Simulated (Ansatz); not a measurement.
Eigenvalues along a path: Li (diamond type)

```
CELL_PARAMETERS angstrom
0.00000 2.25731 2.25731
2.25731 0.00000 2.25731
2.25731 2.25731 0.00000
ATOMIC_POSITIONS crystal
Li 0.87500 0.87500 0.87500
Li 0.12500 0.12500 0.12500
```

The cell comes from a relaxation on PAW files under the same functional, begun from a prototype that needn't be the stable phase.

Computed with Ansatz 0.2.0; functional PBE, scalar-relativistic. Settings: a Γ-centred 11×11×11 k mesh, Fermi–Dirac smearing of 0.05 eV, no spin polarisation. Methods: LAPW: all electrons, basis error target 1 meV/atom.

This run: volume at 0.45 of the series' base cell.

The structure type is held throughout; the real material can change phase at far lower pressure.

Path points, in fractions of the reciprocal vectors: Γ (0.000, 0.000, 0.000), X (0.500, 0.000, 0.500), U (0.625, 0.250, 0.625), K (0.375, 0.375, 0.750), L (0.500, 0.500, 0.500), W (0.500, 0.250, 0.750). The distance column jumps between branches of the path. Levels in eV from the Fermi level; bands 3 to 5, counted from the lowest band of the run. The gap is zero, the pressure 16.81 GPa.

```
# k(1/Å) point b3 b4 b5
0.000 Γ -4.84 9.26 9.26
0.174 - -4.78 8.27 8.27
0.348 - -4.59 6.98 6.98
0.522 - -4.26 5.83 5.83
0.696 - -3.77 4.87 4.87
0.870 - -3.12 4.11 4.11
1.044 - -2.28 3.16 3.57
1.218 - -1.24 1.48 3.25
1.392 X 0.02 0.02 3.14
1.453 - 0.00 0.03 3.12
1.515 - -0.04 0.06 3.06
1.576 - -0.11 0.11 2.97
1.638 - -0.22 0.19 2.88
1.699 - -0.35 0.29 2.79
1.761 - -0.52 0.41 2.71
1.822 - -0.72 0.54 2.66
1.884 U -0.93 0.70 2.64
2.736 K -0.93 0.70 2.64
2.921 - -1.68 1.30 2.75
3.105 - -2.44 2.07 3.11
3.290 - -3.14 3.00 3.69
3.474 - -3.74 4.08 4.49
3.659 - -4.22 5.31 5.53
3.843 - -4.56 6.67 6.77
4.028 - -4.77 8.15 8.18
4.212 Γ -4.84 9.26 9.26
4.363 - -4.80 8.22 8.91
4.514 - -4.66 6.76 8.35
4.664 - -4.43 5.34 7.85
4.815 - -4.13 4.03 7.45
4.966 - -3.76 2.86 7.16
5.116 - -3.37 1.89 6.97
5.267 - -3.04 1.21 6.86
5.418 L -2.90 0.96 6.83
5.541 - -2.85 0.97 6.59
5.664 - -2.71 1.00 6.02
5.787 - -2.48 1.05 5.21
5.910 - -2.15 1.10 4.34
6.033 - -1.73 1.10 3.55
6.156 - -1.24 0.93 3.00
6.279 - -0.67 0.51 2.83
6.402 W -0.07 -0.07 2.95
6.489 - -0.06 -0.06 2.95
6.576 - -0.05 -0.05 2.97
6.663 - -0.04 -0.04 3.00
6.750 - -0.02 -0.02 3.04
6.837 - -0.01 -0.01 3.07
6.924 - 0.00 0.00 3.11
7.011 - 0.01 0.01 3.13
7.097 X 0.02 0.02 3.14
```
